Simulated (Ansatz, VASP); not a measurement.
# One calculation of Sb, two programs

```xyz
2
Lattice="2.9861 0.0000 0.0026 0.0000 4.2206 0.0000 -0.0051 0.0000 4.5604" Properties=species:S:1:pos:R:3 pbc="T T T"
Sb   -0.0039    3.1654    3.4203
Sb    2.9848    1.0551    1.1427
```

Change from the starting cell: biaxial strain in the a-b plane, c and atoms relaxed: -4.0 %.

Alike in both runs: functional PBE; k mesh 14 × 10 × 10; occupations gaussian, width 0.1 eV; no spin polarisation.

Ansatz relaxed the structure, and its values are those at the end. VASP's run is a single point on that final structure, the one shown.

```csv
,VASP,Ansatz
version,VASP 6.6.1,Ansatz 0.2.0
potentials or method,"VASP PAW PBE potentials, release 64 (Sb)","scalar-relativistic, plane waves, PAW"
plane-wave cutoff (eV),520,420
valence electrons in the cell,10,30
```

|  | VASP | Ansatz | Ansatz less VASP |
| --- | --- | --- | --- |
| gap on the k mesh at the Fermi level (eV) | none | none | - |
| pressure (GPa) | 2.9 | 2.9 | 0.00 |

A gap of «none» marks a metal or a gap that the smearing closes. The two sets of potentials don't hold the same shells in valence.

The runs have no spin-orbit coupling, so splittings on Sb are missing.
